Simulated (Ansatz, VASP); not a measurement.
Given: the input of a run of Ansatz 0.2.0 on BeTe.

input.yaml

```yaml
crystal:
  lattice:
    - [0.0, 2.644085154, 2.644085154]
    - [2.644085154, 0.0, 2.644085154]
    - [2.644085154, 2.644085154, 0.0]
  atoms:
    - { symbol: Be, position: [0.5, 0.5, 0.5] }
    - { symbol: Te, position: [0.0, 0.0, 0.0] }
hamiltonian:
  xc: pbe
  pseudopotentials: { kind: paw }
kpoints:
  mp_grid: { grid: [9, 9, 9] }
scf:
  occupations: { method: fermi_dirac, width: 0.05 }
output:
  forces: true
  stress: true
  eigenvalues: true
```

Potentials or basis: Ansatz PAW.

The run is started by

```sh
$ ansatz run input.yaml --threads 1 --pin off --max-ram 3584MiB --backend cpu --events-out ev --progress --plain --runs-dir out
```

**Question.** Translate it to VASP 6.6.1. Potentials there: VASP PAW PBE potentials, release 64 (Be, Te).

**Answer.** As run (the cutoff follows the program's own potentials):

Contents of INCAR:

```
  ALGO = Normal
  EDIFF = 1E-7
  ENCUT = 520
  GGA = PE
  ISIF = 2
  ISMEAR = -1
  LASPH = T
  LCHARG = F
  LREAL = F
  LWAVE = F
  NBANDS = 11
  NELM = 100
  PREC = Accurate
  SIGMA = 0.05
```

KPOINTS

```
k-points
0
Gamma
  9 9 9
```

File POSCAR:

```
BeTe
1.0
    0.0000000000      2.6440851540      2.6440851540
    2.6440851540      0.0000000000      2.6440851540
    2.6440851540      2.6440851540      0.0000000000
Be Te
1 1
Direct
    0.5000000000      0.5000000000      0.5000000000
    0.0000000000      0.0000000000      0.0000000000
```

Potentials or basis: VASP PAW PBE potentials, release 64 (Be, Te).

Run with:

```sh
$ cat potpaw_PBE.64/Be/POTCAR potpaw_PBE.64/Te/POTCAR > POTCAR
$ mpirun -np 1 vasp_std > vasp.out
```

Both were run:

|  | VASP | Ansatz | Ansatz less VASP |
| --- | --- | --- | --- |
| gap on the k mesh at the Fermi level (eV) | none | none | - |
| pressure (GPa) | 3.0 | 2.9 | -0.09 |

A gap of «none» marks a metal or a gap that the smearing closes. The two sets of potentials don't hold the same shells in valence.

The runs have no spin-orbit coupling, so splittings on Te are missing.
